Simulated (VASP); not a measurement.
# BaTiO3 (Pm-3m) in VASP: single point with PBE0

Aim: the single point of BaTiO3 with PBE0.

Program: VASP 6.6.1. These are calculated values, not measurements. Logs are shortened: lines on timing, memory, paths and dates and some standing lists are left out, and cuts for length are marked.

## Step 1: Starting point

It takes space group Pm-3m (No. 221, cubic). The conventional cell has a = 3.983 Å, b = 3.983 Å, c = 3.983 Å, α = 90.00°, β = 90.00°, γ = 90.00°. Around Ba (site symmetry m-3m) lie 12 O at 2.82 Å. Ti (site symmetry m-3m) has 6 O at 1.99 Å as nearest neighbours. O (site symmetry 4/mmm) has 2 Ti at 1.99 Å as nearest neighbours.

## Step 2: Single point, PBE0

File POSCAR:

```
BaTiO3
1.0
    3.9832200000      0.0000000000      0.0000000000
    0.0000000000      3.9832200000      0.0000000000
    0.0000000000      0.0000000000      3.9832200000
Ba Ti O
1 1 3
Direct
    0.0000000000      0.0000000000      0.0000000000
    0.5000000000      0.5000000000      0.5000000000
    0.5000000000      0.5000000000      0.0000000000
    0.0000000000      0.5000000000      0.5000000000
    0.5000000000      0.0000000000      0.5000000000
```

File INCAR.step1:

```
SYSTEM = BaTiO3
PREC     = Accurate       ! precision mode
ENCUT    = 520            ! plane-wave cutoff, eV
EDIFF    = 1E-5           ! SCF threshold, eV
ISMEAR   = 0              ! smearing method
SIGMA    = 0.02           ! smearing width, eV
LREAL    = .False.        ! projectors in reciprocal space
LASPH    = .True.         ! aspherical terms in the spheres
NELM     = 80             ! most SCF steps
ALGO     = Normal         ! electronic algorithm
ISIF     = 2              ! what is computed and relaxed
LWAVE    = .True.         ! write WAVECAR
LCHARG   = .False.        ! write CHGCAR
GGA      = PE             ! functional
```

File INCAR.step2:

```
SYSTEM = BaTiO3
PREC     = Accurate       ! precision mode
ENCUT    = 520            ! plane-wave cutoff, eV
EDIFF    = 1E-6           ! SCF threshold, eV
ISMEAR   = 0              ! smearing method
SIGMA    = 0.02           ! smearing width, eV
LREAL    = .False.        ! projectors in reciprocal space
LASPH    = .True.         ! aspherical terms in the spheres
NELM     = 80             ! most SCF steps
ALGO     = Normal         ! electronic algorithm
ISIF     = 2              ! what is computed and relaxed
LWAVE    = .False.        ! write WAVECAR
LCHARG   = .False.        ! write CHGCAR
GGA      = PE             ! functional
LHFCALC  = .True.         ! exact exchange
AEXX     = 0.25           ! exact-exchange fraction
PRECFOCK = Fast         
ISTART   = 1
```

File KPOINTS:

```
Automatic mesh
0
Gamma
  4 4 4
  0 0 0
```

Potentials or basis: VASP PAW PBE potentials, release 64 (Ba_sv, Ti_sv, O).

Run with:

```
> cat potpaw_PBE.64/Ba_sv/POTCAR potpaw_PBE.64/Ti_sv/POTCAR potpaw_PBE.64/O/POTCAR > POTCAR
> cp INCAR.step1 INCAR
> mpirun -np 1 vasp_std > vasp.out
> cp INCAR.step2 INCAR
> mpirun -np 1 vasp_std > vasp.out
```

OUTCAR:

```text
SYSTEM = BaTiO3
   PREC = Accurate
   ENCUT = 520
   EDIFF = 1E-6
   ISMEAR = 0
   LREAL = .False.
   LASPH = .True.
   NELM = 80
   ISIF = 2
   GGA = PE
   LHFCALC = .True.
   AEXX = 0.25
   PRECFOCK = Fast
   ISTART = 1

 ion  position               nearest neighbor table
   1  0.000  0.000  0.000-   3 2.82   4 2.82   5 2.82   4 2.82   5 2.82   3 2.82   4 2.82   4 2.82
                             3 2.82   5 2.82   5 2.82   3 2.82   2 3.45   2 3.45   2 3.45   2 3.45
   2  0.500  0.500  0.500-   3 1.99   4 1.99   5 1.99   3 1.99   5 1.99   4 1.99   1 3.45   1 3.45
                             1 3.45   1 3.45   1 3.45   1 3.45   1 3.45   1 3.45
   3  0.500  0.500  0.000-   2 1.99   2 1.99   1 2.82   1 2.82   1 2.82   1 2.82
   4  0.000  0.500  0.500-   2 1.99   2 1.99   1 2.82   1 2.82   1 2.82   1 2.82
   5  0.500  0.000  0.500-   2 1.99   2 1.99   1 2.82   1 2.82   1 2.82   1 2.82

  LATTYP: Found a simple cubic cell.
 ALAT       =     3.9832200000

  Lattice vectors:

 A1 = (   3.9832200000,   0.0000000000,   0.0000000000)
 A2 = (   0.0000000000,   3.9832200000,   0.0000000000)
 A3 = (   0.0000000000,   0.0000000000,   3.9832200000)

Analysis of symmetry for initial positions (statically):
=====================================================================
 Subroutine PRICEL returns:
 Original cell was already a primitive cell.

 Routine SETGRP: Setting up the symmetry group for a
 simple cubic supercell.

 Subroutine GETGRP returns: Found 48 space group operations
 (whereof 48 operations were pure point group operations)
 out of a pool of 48 trial point group operations.

The static configuration has the point symmetry O_h .

Analysis of symmetry for dynamics (positions and initial velocities):
=====================================================================
 Subroutine PRICEL returns:
 Original cell was already a primitive cell.

 Routine SETGRP: Setting up the symmetry group for a
 simple cubic supercell.

 Subroutine GETGRP returns: Found 48 space group operations
 (whereof 48 operations were pure point group operations)
 out of a pool of 48 trial point group operations.

The dynamic configuration has the point symmetry O_h .

 Subroutine INISYM returns: Found 48 space group operations
 (whereof 48 operations are pure point group operations),
 and found     1 'primitive' translations
[... 92 lines left out ...]
   ISIF   =      2    stress and relaxation
   ISYM   =      3    0-nonsym 1-usesym 2-fastsym
   POTIM  = 0.5000    time-step for ionic-motion
   TEBEG  =    0.0;   TEEND  =   0.0 temperature during run
   PSTRESS=    0.0 pullay stress
   NELECT =      40.0000    total number of electrons
   NUPDOWN=      -1.0000    fix difference up-down
   EMIN   =  10.00;   EMAX   =-10.00  energy-range for DOS
   EFERMI =   0.00;   METHOD = LEGACY
   ISMEAR =     0;   SIGMA  =   0.02  broadening in eV -4-tet -1-fermi 0-gaus
   EFERMI_NEDOS =   21; number of points for ismear=-14 and -15
   IALGO  =     38    algorithm
   IMIX   =      1    mixing-type and parameters
     AMIX     =   0.40;   BMIX     =  1.00
     AMIX_MAG =   1.60;   BMIX_MAG =  1.00
  volume/ion in A,a.u.               =      12.64        85.30
  Fermi-wavevector in a.u.,A,eV,Ry     =   1.405596  2.656191 26.881035  1.975700
  Thomas-Fermi vector in A             =   2.528041
   LORBIT       =      0    0 simple, 1 ext, 2 COOP (PROOUT), +10 PAW based schemes
   GGA     = PE    functional components
   LHFCALC =     T    Hartree Fock is set to
   PRECFOCK=fast      Normal, Fast or Accurate (Low or Medium for compatibility)
   ENCUT4O =  -1.0   cutoff for four orbital integrals eV
   NKREDX  =     1    reduce k-point grid by
   NKREDY  =     1    reduce k-point grid by
   NKREDZ  =     1    reduce k-point grid by
   AEXX    =    0.2500 exact exchange contribution
   HFSCREEN=    0.0000 screening length (either q_TF or 0.3 A-1)
   HFSCREENC=   0.0000 screening length for correlation (either q_TF or 0.3 A-1)
   ENCUTFOCK=  -1.0 apply spherical cutoff to Coloumb kernel
   IVDW    =     0    specifies the selected vdW correction
   LEPSILON=     F    determine dielectric tensor
   LRPA    =     F    only Hartree local field effects (RPA)
 non-spin polarized calculation
 Gauss-broadening in eV      SIGMA  =   0.02
  energy-cutoff  :      520.00
  volume of cell :       63.20
 maximum number of plane-waves:      1743
 NGX is ok and might be reduce to    30
  NGX = 16; NGY = 16; NGZ = 16

 number of electron      39.9999977 magnetization

 Free energy of the ion-electron system (eV)
  ---------------------------------------------------
  ext. energy  EPLUGINS =         0.00000000
  ---------------------------------------------------
  free energy    TOTEN  =       -51.15188848 eV

  energy without entropy =      -51.15188848  energy(sigma->0) =      -51.15188848

 E-fermi :   2.6404     XC(G=0):  -8.9224

 val. band max:        2.5125227707   @ k =   0.5000   0.5000   0.5000
 cond. band min:       6.4384549995   @ k =   0.0000   0.0000   0.0000
 fundamental gap:      3.9259322288
 Fermi energy:         2.6403874964

 k-point     1 :       0.0000    0.0000    0.0000
  band No.  band energies     occupation
      1     -58.5426      2.00000
      2     -33.0822      2.00000
      3     -33.0822      2.00000
      4     -33.0822      2.00000
      5     -23.5997      2.00000
      6     -16.0512      2.00000
[... 259 lines left out ...]
     23       9.2545      0.00000
     24      11.6818      0.00000

------------------------ aborting loop because EDIFF is reached ----------------------------------------

  FORCE on cell =-STRESS in cart. coord.  units (eV):
  Direction    XX          YY          ZZ          XY          YZ          ZX
  --------------------------------------------------------------------------------------
  -------------------------------------------------------------------------------------
  Total        0.3048571      0.3048571      0.3048571     -0.0000000      0.0000000      0.0000000
  in kB        7.7286560      7.7286560      7.7286560     -0.0000000      0.0000000      0.0000000
  external PRESSURE =       7.7286560 kB  Pullay stress =       0.0000000 kB

 VOLUME and BASIS-vectors are now :
 -----------------------------------------------------------------------------
  energy-cutoff  :      520.00
  volume of cell :       63.20
      direct lattice vectors                 reciprocal lattice vectors
     3.983220000  0.000000000  0.000000000     0.251053168  0.000000000  0.000000000
     0.000000000  3.983220000  0.000000000     0.000000000  0.251053168  0.000000000
     0.000000000  0.000000000  3.983220000     0.000000000  0.000000000  0.251053168

 POSITION                                       TOTAL-FORCE (eV/Angst)
 -----------------------------------------------------------------------------------
      0.00000      0.00000      0.00000         0.000000      0.000000      0.000000
      1.99161      1.99161      1.99161         0.000000      0.000000      0.000000
      1.99161      1.99161      0.00000         0.000000      0.000000      0.000000
      0.00000      1.99161      1.99161         0.000000      0.000000      0.000000
      1.99161      0.00000      1.99161         0.000000      0.000000      0.000000
 -----------------------------------------------------------------------------------
    total drift:                               -0.000002      0.000002      0.000004

  FREE ENERGIE OF THE ION-ELECTRON SYSTEM (eV)
  ---------------------------------------------------
  free  energy   TOTEN  =       -51.1518884753 eV

  energy  without entropy=      -51.1518884753  energy(sigma->0) =      -51.15188848
```

OUTCAR.step1:

```text
SYSTEM = BaTiO3
   PREC = Accurate
   ENCUT = 520
   EDIFF = 1E-5
   ISMEAR = 0
   LREAL = .False.
[... 490 lines left out ...]
      1.99161      1.99161      0.00000         0.000000      0.000000      0.000000
      0.00000      1.99161      1.99161         0.000000      0.000000      0.000000
      1.99161      0.00000      1.99161         0.000000      0.000000      0.000000
 -----------------------------------------------------------------------------------
    total drift:                                0.000000      0.000000     -0.000000

  FREE ENERGIE OF THE ION-ELECTRON SYSTEM (eV)
  ---------------------------------------------------
  free  energy   TOTEN  =       -39.9183023882 eV

  energy  without entropy=      -39.9183023882  energy(sigma->0) =      -39.91830239
```

OSZICAR.step1:

```text
N       E                     dE             d eps       ncg     rms          rms(c)
DAV:   1     0.476455838445E+03    0.47646E+03   -0.21476E+04   480   0.182E+03
DAV:   2    -0.605050545269E+01   -0.48251E+03   -0.47386E+03   616   0.494E+02
DAV:   3    -0.486244413475E+02   -0.42574E+02   -0.42527E+02   696   0.149E+02
DAV:   4    -0.508032136104E+02   -0.21788E+01   -0.21774E+01   728   0.288E+01
DAV:   5    -0.508830696856E+02   -0.79856E-01   -0.79850E-01   640   0.402E+00    0.232E+01
DAV:   6    -0.400347685422E+02    0.10848E+02   -0.73476E+01   672   0.773E+01    0.996E+00
DAV:   7    -0.400335700260E+02    0.11985E-02   -0.10399E+01   592   0.237E+01    0.630E+00
DAV:   8    -0.399104736402E+02    0.12310E+00   -0.12031E+00   584   0.105E+01    0.248E+00
DAV:   9    -0.399271712800E+02   -0.16698E-01   -0.20352E-01   656   0.329E+00    0.101E+00
DAV:  10    -0.399219007849E+02    0.52705E-02   -0.66101E-02   632   0.226E+00    0.583E-01
DAV:  11    -0.399186796525E+02    0.32211E-02   -0.28310E-02   648   0.139E+00    0.146E-01
DAV:  12    -0.399183529677E+02    0.32668E-03   -0.46690E-03   584   0.661E-01    0.840E-02
DAV:  13    -0.399182976770E+02    0.55291E-04   -0.29714E-04   608   0.134E-01    0.179E-02
DAV:  14    -0.399183023882E+02   -0.47112E-05   -0.15262E-05   384   0.362E-02
   1 F= -.39918302E+02 E0= -.39918302E+02  d E =-.135696E-71
```

Run time: 11 min. Hardware: 1 thread of Intel Xeon Platinum 8488C (Sapphire Rapids), shared host; peak memory 0.18 GiB.

Results:

- Free energy: -51.1519 eV
- Pressure: 0.8 GPa
- Band gap on the k mesh: 3.93 eV, indirect (least direct gap 4.02 eV)

Levels at points of the mesh, in eV from the valence-band top:
```tsv
k point	band 18	band 19	band 20	band 21	band 22	band 23
(0.00, 0.00, 0.00)	-0.10	-0.10	-0.10	3.93	3.93	3.93
(0.50, 0.00, 0.00)	-1.95	-0.76	-0.76	4.11	5.92	5.92
(0.50, 0.50, 0.00)	-0.91	-0.91	-0.09	5.93	5.93	6.46
(0.50, 0.50, 0.50)	0.00	0.00	0.00	6.74	6.74	6.74
```

Caveat: the PAW data sets were made with another functional, which shifts forces and pressure a little; spin-orbit coupling is left out, which moves the levels of the heavy elements.
